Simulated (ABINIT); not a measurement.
# CdS (Hawleyite): bands and cutoff in G0W0 with ABINIT

What does each rung of G0W0 on CdS (Hawleyite) cost, and what does it buy?

Main program and level: ABINIT 10.8.3; LDA and many-body steps on it, plane waves.

## 1. Set-up

It takes space group F-43m (No. 216, cubic). The conventional cell has a = 5.833 Å, b = 5.833 Å, c = 5.833 Å, α = 90.00°, β = 90.00°, γ = 90.00°. Cd has 4 S at 2.53 Å nearest. S has 4 Cd at 2.53 Å nearest. Farther neighbours and most contacts between anions are not listed.

The cell and positions come from the Crystallography Open Database and are kept as given unless a step says otherwise.

## 2. Empty states on the mesh, 4×4×4 mesh, 589 bands

This step: ABINIT 10.8.3; DFT, LDA, plane waves, norm-conserving pseudopotentials.

The sums over transitions need many empty states on a uniform mesh; this step solves for them.

File run.abi:

```
acell 3*1.0 Angstrom
rprim 
  -0.000000000000 2.916500000000 2.916500000000
  2.916500000000 -0.000000000000 2.916500000000
  2.916500000000 2.916500000000 -0.000000000000
ntypat 2
znucl 48 16
natom 2
typat 1 2
xred 
  0.000000000000 0.000000000000 0.000000000000
  0.250000000000 0.250000000000 0.250000000000
pp_dirpath "pseudos"
pseudos "Cd.upf, S.upf"
ecut 47
ngkpt 4 4 4
nshiftk 1
shiftk 0 0 0
kptopt 1
chksymbreak 0
iscf -2
irdden 1
istwfk *1
nband 589
nbdbuf 52
tolwfr 1e-09
nstep 60
prtvol 0
indata_prefix "in"
outdata_prefix "out"
tmpdata_prefix "tmp"
```

Launch:

```sh
OMP_NUM_THREADS=1 mpirun -n 4 abinit run.abi > log
```

Numbers of over 12 decimals in the logs are rounded to 6 here.

Output:

```text
.Version 10.8.3 of ABINIT. v10.8.2 released Aug 2026.

 Symmetries : space group F-4 3 m (#216); Bravais cF (face-center cubic)
[... echo of the input left out ...]
== DATASET  1 ==================================================================
-   mpi_nproc: 4, omp_nthreads: 1 (-1 if OMP is not activated)

--- !DatasetInfo
iteration_state: {dtset: 1, }
dimensions: {natom: 2, nkpt: 8, mband: 589, nsppol: 1, nspinor: 1, nspden: 1, mpw: 5180, }
cutoff_energies: {ecut:  47.0, pawecutdg:  -1.0, }
[...]
10.58028   10.58030   10.64951   10.64970   10.64989   10.67015   10.73139   10.73411
  10.74443   10.74685   10.75040   10.76282   10.76591   10.77386   10.77973   10.78422
  10.79440   10.80475   10.82578   10.83300   10.83843
 prteigrs : prtvol=0 or 1, do not print more k-points.

== END DATASET(S) ==============================================================
================================================================================

 -outvars: echo values of variables after computation  --------
            nband         589
             nkpt           8
          spgroup         216
 [... the other variables as echoed above ...]

 Calculation completed.
```

It took 9.5 min on 4 MPI ranks of Arm Neoverse V2, shared host; peak memory 0.76 GiB; 38 min of CPU time.

Numbers from this step:

```
gap                                                           : 0.8602 eV
k of the valence top                                          : 0, 0, 0
k of the conduction bottom                                    : 0, 0, 0
least direct gap                                              : 0.8602 eV
k points computed                                             : 8
lowest point of the top converged band, above the valence top : 266.9592 eV
```

On this mesh the gap is 0.860 eV.

The density comes from a self-consistent run that is not shown.

## 3. Screening, 4×4×4 mesh, 78 bands, screening to 149.7 eV

The RPA dielectric matrix is built and inverted for each q.

This step: RPA screening on LDA, plane waves, norm-conserving pseudopotentials.

Edit run.abi of step 2 so:

```diff
@@ -20,10 +20,11 @@
 chksymbreak 0
-iscf -2
-irdden 1
 istwfk *1
-nband 589
-nbdbuf 52
-tolwfr 1e-09
-nstep 60
-prtvol 0
+occopt 1
+irdwfk 1
+optdriver 3
+nband 78
+ecuteps 5.5
+inclvkb 2
+awtr 1
+symchi 1
 indata_prefix "in"
```

Output:

```text
.Version 10.8.3 of ABINIT. v10.8.2 released Aug 2026.

 Symmetries : space group F-4 3 m (#216); Bravais cF (face-center cubic)
[... echo of the input left out ...]
== DATASET  1 ==================================================================
-   mpi_nproc: 4, omp_nthreads: 1 (-1 if OMP is not activated)

--- !DatasetInfo
iteration_state: {dtset: 1, }
dimensions: {natom: 2, nkpt: 8, mband: 78, nsppol: 1, nspinor: 1, nspden: 1, mpw: 5180, }
cutoff_energies: {ecut:  47.0, pawecutdg:  -1.0, }
electrons: {nelect:   2.60000000E+01, charge:   0.00000000E+00, occopt:   1.00000000E+00, tsmear:   1.00000000E-02, }

 SCREENING: Calculation of the susceptibility and dielectric matrices

 Based on a program developped by R.W. Godby, V. Olevano, G. Onida, and L. Reining.
 Incorporated in ABINIT by V. Olevano, G.-M. Rignanese, and M. Torrent.
.Using double precision arithmetic ; gwpc =  8

[... cell and pseudopotentials left out ...]
--------------------------------------------------------------------------------

 ==== K-mesh for the wavefunctions ====
 Number of points in the irreducible wedge :     8
[... list of points left out ...]
 Together with 24 symmetry operations and time-reversal symmetry
 yields    64 points in the full Brillouin Zone.

 ==== Q-mesh for the screening function ====
 Number of points in the irreducible wedge :     8
[... list of points left out ...]
 Together with 24 symmetry operations and time-reversal symmetry
 yields    64 points in the full Brillouin Zone.

 setmesh: FFT mesh size selected  =    36x   36x   36
          total number of points  =        46656

 vcoul_init : cutoff-mode = AUXILIARY_FUNCTION
 q-points for optical limit:   1
     1)      0.000010    0.000020    0.000030

- screening: taking advantage of time-reversal symmetry
- Maximum band index for partially occupied states nbvw = 13
- Remaining bands to be divided among processors   nbcw = 65
- Number of bands treated by each node ~16

 Number of electrons calculated from density =   26.0000; Expected =   26.0000
 average of density, n =  0.077653
 r_s =    1.4541
 omega_plasma =   26.8804 [eV]

 calculating chi0 at frequencies [eV] :
  1    0.000000E+00    0.000000E+00
  2    0.000000E+00    2.688042E+01

--------------------------------------------------------------------------------
  q-point number  1        q = ( 0.000000, 0.000000, 0.000000) [r.l.u.]
--------------------------------------------------------------------------------
[... chi0 elements left out ...]
 For q-point:  0.000010 0.000020 0.000030
  dielectric constant =  18.5006
  dielectric constant without local fields =  19.3494

  Average fulfillment of the sum rule on Im[epsilon] for q-point    1 :     52.96  [%]
[... wings left out ...]
  q-point number  2        q = ( 0.250000, 0.000000, 0.000000) [r.l.u.]
--------------------------------------------------------------------------------
[... chi0 elements left out ...]
  Average fulfillment of the sum rule on Im[epsilon] for q-point    2 :     67.31  [%]

 [... 6 further q-points ...]
```

The job ended after 28 s (4 MPI ranks; peak memory 1.1 GiB; 1.9 min of CPU time).

Numbers from this step:

- ε∞ with local fields, on this mesh, along the program's q direction: 18.50
- the same without local fields: 19.35
- plasma frequency: 26.88 eV
- plane waves in the screening matrix: 181

Local fields lower ε∞ by 4 %. On a Γ-centred mesh this coarse the value itself is usually too large, while a short band sum pulls it down.

## 4. 78 bands, 149.7 eV

The self-energy is evaluated for the states that the input lists, and the levels follow from it, in one-shot runs by the linearised quasiparticle equation.

This step: G0W0 on LDA, plane waves, norm-conserving pseudopotentials.

Edit run.abi of step 3 so:

```diff
@@ -23,8 +23,19 @@
 irdwfk 1
-optdriver 3
+optdriver 4
 nband 78
+gwcalctyp 0
+ecutsigx 47
+symsigma 1
+nkptgw 3
+kptgw 
+  0.0000000000 0.0000000000 0.0000000000
+  0.5000000000 0.0000000000 0.0000000000
+  0.5000000000 0.5000000000 0.0000000000
+bdgw 
+  11 17
+  12 16
+  12 15
 ecuteps 5.5
-inclvkb 2
-awtr 1
-symchi 1
+irdscr 1
+ppmodel 1
 indata_prefix "in"
```

Output:

```text
.Version 10.8.3 of ABINIT. v10.8.2 released Aug 2026.

 Symmetries : space group F-4 3 m (#216); Bravais cF (face-center cubic)
[... echo of the input left out ...]
== DATASET  1 ==================================================================
-   mpi_nproc: 4, omp_nthreads: 1 (-1 if OMP is not activated)

--- !DatasetInfo
iteration_state: {dtset: 1, }
dimensions: {natom: 2, nkpt: 8, mband: 78, nsppol: 1, nspinor: 1, nspden: 1, mpw: 5180, }
cutoff_energies: {ecut:  47.0, pawecutdg:  -1.0, }
electrons: {nelect:   2.60000000E+01, charge:   0.00000000E+00, occopt:   1.00000000E+00, tsmear:   1.00000000E-02, }

 SIGMA: Calculation of the GW corrections

 Based on a program developped by R.W. Godby, V. Olevano, G. Onida, and L. Reining.
 Incorporated in ABINIT by V. Olevano, G.-M. Rignanese, and M. Torrent.
.Using double precision arithmetic ; gwpc =  8

[... cell and pseudopotentials left out ...]
--------------------------------------------------------------------------------

 ==== K-mesh for the wavefunctions ====
 Number of points in the irreducible wedge :     8
[... list of points left out ...]
 Together with 24 symmetry operations and time-reversal symmetry
 yields    64 points in the full Brillouin Zone.

 ==== Q-mesh for screening function ====
 Number of points in the irreducible wedge :     8
[... list of points left out ...]
 Together with 24 symmetry operations and time-reversal symmetry
 yields    64 points in the full Brillouin Zone.

 vcoul_init : cutoff-mode = AUXILIARY_FUNCTION
 q-points for optical limit:   1
     1)      0.000010    0.000020    0.000030
 setmesh: FFT mesh size selected  =    50x   50x   50
          total number of points  =       125000

 Number of electrons calculated from density =   26.0000; Expected =   26.0000
 average of density, n =  0.077653
 r_s =    1.4541
 omega_plasma =   26.8804 [eV]

 === KS Band Gaps ===
  >>>> For spin  1
   Minimum direct gap =   0.8603 [eV], located at k-point      :   0.0000  0.0000  0.0000
   Fundamental gap    =   0.8603 [eV], Top of valence bands at :   0.0000  0.0000  0.0000
                                       Bottom of conduction at :   0.0000  0.0000  0.0000
 SIGMA fundamental parameters:
 PLASMON POLE MODEL  1
 number of plane-waves for SigmaX                 5065
 number of plane-waves for SigmaC and W            181
 number of plane-waves for wavefunctions          5065
 number of bands                                    78
 number of independent spin polarizations            1
 number of spinorial components                      1
 number of k-points in IBZ                           8
 number of q-points in IBZ                           8
 number of symmetry operations                      24
 number of k-points in BZ                           64
 number of q-points in BZ                           64
 number of frequencies for dSigma/dE                 9
 frequency step for dSigma/dE [eV]                0.25
 number of omega for Sigma on real axis              0
 max omega for Sigma on real axis  [eV]           0.00
 zcut for avoiding poles [eV]                     0.10

 EPSILON^-1 parameters (SCR file):
 dimension of the eps^-1 matrix on file            181
 dimension of the eps^-1 matrix used               181
 number of plane-waves for wavefunctions          5065
 number of bands                                    78
 number of q-points in IBZ                           8
 number of frequencies                               2
 number of real frequencies                          1
 number of imag frequencies                          1

 matrix elements of self-energy operator (all in [eV])

 Perturbative Calculation

--- !SelfEnergy_ee
iteration_state: {dtset: 1, }
kpoint     : [   0.000,    0.000,    0.000, ]
spin       : 1
KS_gap     :    0.860
QP_gap     :    2.017
Delta_QP_KS:    1.157
data: !SigmaeeData |
     Band     E0 <VxcDFT>   SigX SigC(E0)      Z dSigC/dE  Sig(E)    E-E0       E
       11   4.103 -15.269 -18.337   2.309   0.778  -0.286 -15.859  -0.590   3.513
       12   4.103 -15.269 -18.337   2.309   0.778  -0.286 -15.859  -0.590   3.513
       13   4.103 -15.269 -18.337   2.309   0.778  -0.286 -15.859  -0.590   3.513
       14   4.963 -11.104  -6.830  -3.573   0.808  -0.238 -10.537   0.566   5.530
       15  10.438 -11.032  -5.847  -4.206   0.806  -0.241 -10.244   0.788  11.226
       16  10.438 -11.032  -5.847  -4.206   0.806  -0.241 -10.244   0.788  11.226
[...]
--- !SelfEnergy_ee
iteration_state: {dtset: 1, }
kpoint     : [   0.500,    0.000,    0.000, ]
spin       : 1
KS_gap     :    3.528
QP_gap     :    4.846
Delta_QP_KS:    1.319
data: !SigmaeeData |
     Band     E0 <VxcDFT>   SigX SigC(E0)      Z dSigC/dE  Sig(E)    E-E0       E
[...]
--- !SelfEnergy_ee
iteration_state: {dtset: 1, }
kpoint     : [   0.500,    0.500,    0.000, ]
spin       : 1
KS_gap     :    5.233
QP_gap     :    6.290
Delta_QP_KS:    1.057
data: !SigmaeeData |
     Band     E0 <VxcDFT>   SigX SigC(E0)      Z dSigC/dE  Sig(E)    E-E0       E
[...]
13   2.182 -12.935 -16.386   2.604   0.773  -0.293 -13.589  -0.654   1.528
       14   7.415  -9.786  -5.664  -3.631   0.819  -0.221  -9.384   0.403   7.818
       15   8.253 -12.239  -7.445  -3.870   0.805  -0.242 -11.495   0.744   8.997

== END DATASET(S) ==============================================================
================================================================================

 -outvars: echo values of variables after computation  --------
           etotal      0.0000000000E+00
            nband          78
             nkpt           8
          spgroup         216
 [... the other variables as echoed above ...]

 Calculation completed.
```

Elapsed: 9.1 s, on 4 MPI ranks; peak memory 0.97 GiB; 36 s of CPU time.

This step gave:

```yaml
g0w0_gap_on_the_points_computed: 2.017 eV
starting_gap_on_the_mesh: 0.8602 eV
k_of_the_valence_top: 0, 0, 0
k_of_the_conduction_bottom: 0, 0, 0
z_at_the_valence_top: 0.778
z_at_the_conduction_bottom: 0.808
least_direct_g0w0_gap_on_the_computed_points: 2.017 eV
```

The gap on the mesh goes from 0.86 eV to 2.02 eV, a correction of +1.16 eV.

## 5. Screening, 4×4×4 mesh, 117 bands, screening to 203.5 eV

This step: RPA screening on LDA, plane waves, norm-conserving pseudopotentials.

Edit run.abi of step 4 so:

```diff
@@ -23,19 +23,8 @@
 irdwfk 1
-optdriver 4
-nband 78
-gwcalctyp 0
-ecutsigx 47
-symsigma 1
-nkptgw 3
-kptgw 
-  0.0000000000 0.0000000000 0.0000000000
-  0.5000000000 0.0000000000 0.0000000000
-  0.5000000000 0.5000000000 0.0000000000
-bdgw 
-  11 17
-  12 16
-  12 15
-ecuteps 5.5
-irdscr 1
-ppmodel 1
+optdriver 3
+nband 117
+ecuteps 7.48
+inclvkb 2
+awtr 1
+symchi 1
 indata_prefix "in"
```

Output:

```text
.Version 10.8.3 of ABINIT. v10.8.2 released Aug 2026.

 Symmetries : space group F-4 3 m (#216); Bravais cF (face-center cubic)
[... echo of the input left out ...]
== DATASET  1 ==================================================================
-   mpi_nproc: 4, omp_nthreads: 1 (-1 if OMP is not activated)

--- !DatasetInfo
iteration_state: {dtset: 1, }
dimensions: {natom: 2, nkpt: 8, mband: 117, nsppol: 1, nspinor: 1, nspden: 1, mpw: 5180, }
cutoff_energies: {ecut:  47.0, pawecutdg:  -1.0, }
electrons: {nelect:   2.60000000E+01, charge:   0.00000000E+00, occopt:   1.00000000E+00, tsmear:   1.00000000E-02, }

 SCREENING: Calculation of the susceptibility and dielectric matrices

 Based on a program developped by R.W. Godby, V. Olevano, G. Onida, and L. Reining.
 Incorporated in ABINIT by V. Olevano, G.-M. Rignanese, and M. Torrent.
.Using double precision arithmetic ; gwpc =  8

[... cell and pseudopotentials left out ...]
--------------------------------------------------------------------------------

 ==== K-mesh for the wavefunctions ====
 Number of points in the irreducible wedge :     8
[... list of points left out ...]
 Together with 24 symmetry operations and time-reversal symmetry
 yields    64 points in the full Brillouin Zone.

 ==== Q-mesh for the screening function ====
 Number of points in the irreducible wedge :     8
[... list of points left out ...]
 Together with 24 symmetry operations and time-reversal symmetry
 yields    64 points in the full Brillouin Zone.

 setmesh: FFT mesh size selected  =    36x   36x   36
          total number of points  =        46656

 vcoul_init : cutoff-mode = AUXILIARY_FUNCTION
 q-points for optical limit:   1
     1)      0.000010    0.000020    0.000030

- screening: taking advantage of time-reversal symmetry
- Maximum band index for partially occupied states nbvw = 13
- Remaining bands to be divided among processors   nbcw = 104
- Number of bands treated by each node ~26

 Number of electrons calculated from density =   26.0000; Expected =   26.0000
 average of density, n =  0.077653
 r_s =    1.4541
 omega_plasma =   26.8804 [eV]

 calculating chi0 at frequencies [eV] :
  1    0.000000E+00    0.000000E+00
  2    0.000000E+00    2.688042E+01

--------------------------------------------------------------------------------
  q-point number  1        q = ( 0.000000, 0.000000, 0.000000) [r.l.u.]
--------------------------------------------------------------------------------
[... chi0 elements left out ...]
 For q-point:  0.000010 0.000020 0.000030
  dielectric constant =  18.5013
  dielectric constant without local fields =  19.3597

  Average fulfillment of the sum rule on Im[epsilon] for q-point    1 :     66.02  [%]
[... wings left out ...]
  q-point number  2        q = ( 0.250000, 0.000000, 0.000000) [r.l.u.]
--------------------------------------------------------------------------------
[... chi0 elements left out ...]
  Average fulfillment of the sum rule on Im[epsilon] for q-point    2 :     77.96  [%]

 [... 6 further q-points ...]
```

The job ended after 53 s (4 MPI ranks; peak memory 1.4 GiB).

This step gave:

```yaml
eps_infinity_with_local_fields_on_this_mesh_along_the_program_s_q_direction: 18.50
the_same_without_local_fields: 19.36
plasma_frequency: 26.88 eV
plane_waves_in_the_screening_matrix: 331
```

[end of part 1 of 2]

[Paths, hosts, dates, memory and timing lines, banners, echoed tables and standing remarks are left out of the program output.]

[Logs are printed without paths, hosts, clocks, repeated set-up lines and the standing remarks that a program may print on its own settings, such as how far it seeks lower states.]

[Runs of the session that timed out or met a known fault of the program may be left out.]

[Hosts, paths, dates, database ids (printed as entryN), source tags and the programs' standing remarks are cut or masked in the printed files.]

[G0W0 gaps are taken among the corrected bands and points alone; a level outside them can change the order at an edge.]

[Where Ansatz stands beside ABINIT at settings called matched, ABINIT's density can come from a denser mesh and the files from another edition; pairs whose starting gaps differed by over 0.03 eV were left out, so agreement reads better than it is.]
